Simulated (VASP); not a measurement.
# GaAs (F-43m) in VASP: further runs

The runs below take GaAs through single point, with PBE.

Everything below comes from runs of VASP 6.6.1. Logs are shortened: lines on timing, memory, paths and dates and some standing lists are left out, and cuts for length are marked.

## (1) The undisturbed crystal

It takes space group F-43m (No. 216, cubic). The conventional cell has a = 5.654 Å, b = 5.654 Å, c = 5.654 Å, α = 90.00°, β = 90.00°, γ = 90.00°. Ga (site symmetry -43m) is surrounded by 4 As at 2.45 Å. Around As (site symmetry -43m) lie 4 Ga at 2.45 Å.

## (2) Single point, PBE (a relaxed cell with its volume scaled by 0.97)

INCAR

```
SYSTEM = GaAs
ALGO     = Normal         ! electronic algorithm
EDIFF    = 1E-7           ! SCF threshold, eV
ENCUT    = 520            ! plane-wave cutoff, eV
GGA      = PE             ! functional
ISIF     = 2              ! what is computed and relaxed
ISMEAR   = 0              ! smearing method
LASPH    = .TRUE.         ! aspherical terms in the spheres
LCHARG   = .FALSE.        ! write CHGCAR
LREAL    = .FALSE.        ! projectors in reciprocal space
LWAVE    = .FALSE.        ! write WAVECAR
NBANDS   = 16             ! bands
NELM     = 80             ! most SCF steps
PREC     = Accurate       ! precision mode
SIGMA    = 0.02           ! smearing width, eV
```

KPOINTS

```
k-points
0
G
  2 2 2
  0 0 0
```

POSCAR

```
GaAs                                    
1.0
    0.0000000000      3.0308933567      3.0308933567
    3.0308933567      0.0000000000      3.0308933567
    3.0308933567      3.0308933567     -0.0000000000
  Ga              As            
     1     1
Direct
     0.0000000000000000    0.0000000000000000    0.0000000000000000
     0.2500000000000000    0.2500000000000000    0.2500000000000000
```

Potentials or basis: VASP PAW PBE potentials, release 64 (Ga_d, As).

Launch:

```bash
$ cat potpaw_PBE.64/Ga_d/POTCAR potpaw_PBE.64/As/POTCAR > POTCAR
$ mpirun -np 1 vasp_std > vasp.out
```

OUTCAR:

```text
SYSTEM = GaAs
   EDIFF = 1E-7
   ENCUT = 520
   GGA = PE
   ISIF = 2
   ISMEAR = 0
   LASPH = .TRUE.
   LREAL = .FALSE.
   NELM = 80
   PREC = Accurate

 ion  position               nearest neighbor table
   1  0.000  0.000  0.000-   2 2.62   2 2.62   2 2.62   2 2.62
   2  0.250  0.250  0.250-   1 2.62   1 2.62   1 2.62   1 2.62

  LATTYP: Found a face centered cubic cell.
 ALAT       =     6.0617867134

  Lattice vectors:

 A1 = (   0.0000000000,   3.0308933567,   3.0308933567)
 A2 = (   3.0308933567,   0.0000000000,   3.0308933567)
 A3 = (   3.0308933567,   3.0308933567,   0.0000000000)

Analysis of symmetry for initial positions (statically):
=====================================================================
 Subroutine PRICEL returns:
 Original cell was already a primitive cell.

 Routine SETGRP: Setting up the symmetry group for a
 face centered cubic supercell.

 Subroutine GETGRP returns: Found 24 space group operations
 (whereof 24 operations were pure point group operations)
 out of a pool of 48 trial point group operations.

The static configuration has the point symmetry T_d .

Analysis of symmetry for dynamics (positions and initial velocities):
=====================================================================
 Subroutine PRICEL returns:
 Original cell was already a primitive cell.

 Routine SETGRP: Setting up the symmetry group for a
 face centered cubic supercell.

 Subroutine GETGRP returns: Found 24 space group operations
 (whereof 24 operations were pure point group operations)
 out of a pool of 48 trial point group operations.

The dynamic configuration has the point symmetry T_d .

 Subroutine INISYM returns: Found 24 space group operations
 (whereof 24 operations are pure point group operations),
 and found     1 'primitive' translations

----------------------------------------------------------------------------------------

                                     Primitive cell

  volume of cell :      55.6855

  direct lattice vectors                    reciprocal lattice vectors
     0.000000000  3.030893357  3.030893357    -0.164967863  0.164967863  0.164967863
     3.030893357  0.000000000  3.030893357     0.164967863 -0.164967863  0.164967863
     3.030893357  3.030893357  0.000000000     0.164967863  0.164967863 -0.164967863

  length of vectors
     4.286330491  4.286330491  4.286330491     0.285732720  0.285732720  0.285732720

  position of ions in fractional coordinates (direct lattice)
     0.000000000  0.000000000  0.000000000
     0.250000000  0.250000000  0.250000000

  ion indices of the primitive-cell ions
   primitive index   ion index
                 1           1
                 2           2

----------------------------------------------------------------------------------------

 KPOINTS: k-points

Automatic generation of k-mesh.
 Grid dimensions read from file:
 generate k-points for:    2    2    2

 Generating k-lattice:

  Cartesian coordinates                     Fractional coordinates (reciprocal lattice)
    -0.082483931  0.082483931  0.082483931     0.500000000  0.000000000  0.000000000
     0.082483931 -0.082483931  0.082483931     0.000000000  0.500000000  0.000000000
     0.082483931  0.082483931 -0.082483931     0.000000000  0.000000000  0.500000000

  Length of vectors
     0.142866360  0.142866360  0.142866360

  Shift w.r.t. Gamma in fractional coordinates (k-lattice)
     0.000000000  0.000000000  0.000000000

 Subroutine IBZKPT returns following result:
 ===========================================

 Found      3 irreducible k-points:

 Following reciprocal coordinates:
            Coordinates               Weight
  0.000000  0.000000  0.000000      1.000000
  0.500000  0.000000  0.000000      4.000000
  0.500000  0.500000  0.000000      3.000000
   k-points           NKPTS =      3   k-points in BZ     NKDIM =      3   number of bands    NBANDS=     16
   number of dos      NEDOS =    301   number of ions     NIONS =      2
   total plane-waves  NPLWV =  32768
   dimension x,y,z NGX =    32 NGY =   32 NGZ =   32
   dimension x,y,z NGXF=    64 NGYF=   64 NGZF=   64
   ions per type =               1   1
   NGX,Y,Z   is equivalent  to a cutoff of  12.41, 12.41, 12.41 a.u.
   NGXF,Y,Z  is equivalent  to a cutoff of  24.82, 24.82, 24.82 a.u.
 SYSTEM =  GaAs
   PREC   = accura    normal or accurate (medium, high low for compatibility)
   ISTART =      0    job   : 0-new  1-cont  2-samecut
   ICHARG =      2    charge: 1-file 2-atom 10-const
   ISPIN  =      1    spin polarized calculation?
   LNONCOLLINEAR =      F non collinear calculations
   LSORBIT =      F    spin-orbit coupling
   LASPH  =      T    aspherical Exc in radial PAW
   ENCUT  =  520.0 eV  38.22 Ry    6.18 a.u.   7.97  7.97  7.97*2*pi/ulx,y,z
   NELM   =     80;   NELMIN=  2; NELMDL= -5     # of ELM steps
   EDIFF  = 0.1E-06   stopping-criterion for ELM
   LREAL  =      F    real-space projection
   EDIFFG = 0.1E-05   stopping-criterion for IOM
   NSW    =      0    number of steps for IOM
   IBRION =     -1    ionic relax: 0-MD 1-quasi-New 2-CG
   NFREE  =      0    steps in history (QN), initial steepest desc. (CG)
   ISIF   =      2    stress and relaxation
   ISYM   =      2    0-nonsym 1-usesym 2-fastsym
   POTIM  = 0.5000    time-step for ionic-motion
   TEBEG  =    0.0;   TEEND  =   0.0 temperature during run
   PSTRESS=    0.0 pullay stress
   NELECT =      18.0000    total number of electrons
   NUPDOWN=      -1.0000    fix difference up-down
   EMIN   =  10.00;   EMAX   =-10.00  energy-range for DOS
   EFERMI =   0.00;   METHOD = LEGACY
   ISMEAR =     0;   SIGMA  =   0.02  broadening in eV -4-tet -1-fermi 0-gaus
   EFERMI_NEDOS =   21; number of points for ismear=-14 and -15
   IALGO  =     38    algorithm
   IMIX   =      4    mixing-type and parameters
     AMIX     =   0.40;   BMIX     =  1.00
     AMIX_MAG =   1.60;   BMIX_MAG =  1.00
  volume/ion in A,a.u.               =      27.84       187.89
  Fermi-wavevector in a.u.,A,eV,Ry     =   1.123531  2.123165 17.174928  1.262322
  Thomas-Fermi vector in A             =   2.260198
   LORBIT       =      0    0 simple, 1 ext, 2 COOP (PROOUT), +10 PAW based schemes
   GGA     = PE    functional components
   LHFCALC =     F    Hartree Fock is set to
   AEXX    =    0.0000 exact exchange contribution
   IVDW    =     0    specifies the selected vdW correction
   LEPSILON=     F    determine dielectric tensor
   LRPA    =     F    only Hartree local field effects (RPA)
 non-spin polarized calculation
 Gauss-broadening in eV      SIGMA  =   0.02
  energy-cutoff  :      520.00
  volume of cell :       55.69
 maximum number of plane-waves:      1524
 NGX is ok and might be reduce to    32
   NGX = 15   NGY = 15   NGZ = 15

 number of electron      17.9999986 magnetization

 Free energy of the ion-electron system (eV)
  ---------------------------------------------------
  ext. energy  EPLUGINS =         0.00000000
  ---------------------------------------------------
  free energy    TOTEN  =        -6.18980317 eV

  energy without entropy =       -6.18594662  energy(sigma->0) =       -6.18787489

 E-fermi :   2.4945     XC(G=0):  -8.4804

 val. band max:        2.4884347427   @ k =   0.0000   0.0000   0.0000
 cond. band min:       2.8738544362   @ k =   0.5000   0.0000   0.0000
 fundamental gap:      0.3854196936
 Fermi energy:         2.4945260955

 k-point     1 :       0.0000    0.0000    0.0000
  band No.  band energies     occupation
      1     -12.2404      2.00000
      2     -12.2404      2.00000
      3     -12.2404      2.00000
      4     -12.2050      2.00000
      5     -12.2050      2.00000
      6      -8.9275      2.00000
      7       1.5035      2.00000
      8       2.4884      1.33334
      9       2.4884      1.33333
     10       2.4884      1.33333
     11       5.9411      0.00000
     12       5.9411      0.00000
     13       5.9411      0.00000
     14       9.4427      0.00000
     15      11.9310      0.00000
     16      11.9310      0.00000

 k-point     2 :       0.5000    0.0000    0.0000
  band No.  band energies     occupation
      1     -12.2690      2.00000
      2     -12.2315      2.00000
      3     -12.2315      2.00000
      4     -12.2027      2.00000
      5     -12.2027      2.00000
      6      -7.6882      2.00000
      7      -3.3058      2.00000
      8       1.5896      2.00000
      9       1.5896      2.00000
     10       2.8739      0.00000
     11       6.8315      0.00000
     12       6.8315      0.00000
     13       9.7882      0.00000
     14      11.4933      0.00000
     15      13.1291      0.00000
     16      13.2354      0.00000

 k-point     3 :       0.5000    0.5000    0.0000
  band No.  band energies     occupation
      1     -12.2867      2.00000
      2     -12.2177      2.00000
      3     -12.2177      2.00000
      4     -12.2150      2.00000
      5     -12.1986      2.00000
      6      -7.1673      2.00000
      7      -3.6218      2.00000
      8       0.3928      2.00000
      9       0.3928      2.00000
     10       4.0685      0.00000
     11       4.1318      0.00000
     12      10.9727      0.00000
     13      10.9727      0.00000
     14      11.8581      0.00000
     15      13.6834      0.00000
     16      14.7374      0.00000

------------------------ aborting loop because EDIFF is reached ----------------------------------------

  FORCE on cell =-STRESS in cart. coord.  units (eV):
  Direction    XX          YY          ZZ          XY          YZ          ZX
  --------------------------------------------------------------------------------------
  -------------------------------------------------------------------------------------
  Total        0.4333835      0.4333835      0.4333835      0.0000000     -0.0000000      0.0000000
  in kB       12.4692686     12.4692686     12.4692686      0.0000000     -0.0000000      0.0000000
  external PRESSURE =      12.4692686 kB  Pullay stress =       0.0000000 kB

 VOLUME and BASIS-vectors are now :
 -----------------------------------------------------------------------------
  energy-cutoff  :      520.00
  volume of cell :       55.69
      direct lattice vectors                 reciprocal lattice vectors
     0.000000000  3.030893357  3.030893357    -0.164967863  0.164967863  0.164967863
     3.030893357  0.000000000  3.030893357     0.164967863 -0.164967863  0.164967863
     3.030893357  3.030893357  0.000000000     0.164967863  0.164967863 -0.164967863

 POSITION                                       TOTAL-FORCE (eV/Angst)
 -----------------------------------------------------------------------------------
      0.00000      0.00000      0.00000        -0.000000     -0.000000     -0.000000
      1.51545      1.51545      1.51545         0.000000      0.000000      0.000000
 -----------------------------------------------------------------------------------
    total drift:                                0.000002      0.000002      0.000002

  FREE ENERGIE OF THE ION-ELECTRON SYSTEM (eV)
  ---------------------------------------------------
  free  energy   TOTEN  =        -6.1898031739 eV

  energy  without entropy=       -6.1859466159  energy(sigma->0) =       -6.18787489
```

Wall time 8.4 s (1 thread of Intel Xeon Platinum 8375C at 2.90GHz (Ice Lake), shared host); peak memory 0.17 GiB.

What came out:

| Property | Result |
| --- | --- |
| Free energy | -6.1898 eV |
| Pressure | 1.2 GPa |
| Band gap on the k mesh | none (metal or under the smearing width) |

Caveat: the k mesh is coarse (spacing up to 0.90 Å⁻¹), so the values aren't converged.

## (3) Single point, PBE (a relaxed cell with its volume scaled by 1.03)

INCAR is that of step 2.

KPOINTS is that of step 2.

POSCAR

```
GaAs                                    
1.0
    0.0000000000      3.0921400268      3.0921400268
    3.0921400268      0.0000000000      3.0921400268
    3.0921400268      3.0921400268     -0.0000000000
  Ga              As            
     1     1
Direct
     0.0000000000000000    0.0000000000000000    0.0000000000000000
     0.2500000000000000    0.2500000000000000    0.2500000000000000
```

Potentials or basis: VASP PAW PBE potentials, release 64 (Ga_d, As).

Launch:

```bash
$ cat potpaw_PBE.64/Ga_d/POTCAR potpaw_PBE.64/As/POTCAR > POTCAR
$ mpirun -np 1 vasp_std > vasp.out
```

Wall time 9.5 s (1 thread of Intel Xeon Platinum 8375C at 2.90GHz (Ice Lake), shared host); peak memory 0.19 GiB.

It converged, with:

| Item | Value |
| --- | --- |
| Free energy | -6.1903 eV |
| Pressure | -1.1 GPa |
| Band gap on the k mesh | none (metal or under the smearing width) |

Levels at points of the mesh, in eV from the Fermi level:
```csv
k point,band 7,band 8,band 9,band 10,band 11,band 12
"(0.00, 0.00, 0.00)",-1.36,-0.01,-0.01,-0.01,3.41,3.41
"(0.50, 0.00, 0.00)",-5.59,-0.84,-0.84,0.26,4.28,4.28
"(0.50, 0.50, 0.00)",-5.92,-1.94,-1.94,1.54,1.71,8.06
```

Caveat: the k mesh is coarse (spacing up to 0.88 Å⁻¹), so the values aren't converged.
